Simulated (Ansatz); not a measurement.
# As, simple cubic: how the functional moves the structure

All rows: Ansatz, plane waves with scalar-relativistic PAW, 420 eV (500 eV for the SCAN forms), relaxed under each functional, no dispersion correction, no zero-point motion. B₀ comes from uniform scaling at fixed shape; a dash is a value not given.

```csv
functional,V (Å³/atom),cell,B₀ (GPa),magnetic state,ΔE to grey arsenic (A7) (meV/atom)
PBE,20.44,a = 2.734 Å,80,spin not included,116
r²SCAN,19.86,a = 2.708 Å,89,spin not included,165
PBEsol,19.51,a = 2.692 Å,92,spin not included,77
LDA,19.14,a = 2.675 Å,95,spin not included,74
revPBE,20.75,a = 2.748 Å,77,spin not included,199
RPBE,20.88,a = 2.754 Å,75,spin not included,224
BLYP,22.27,a = 2.813 Å,63,spin not included,294
```

LDA gives the smallest volume and BLYP the largest.
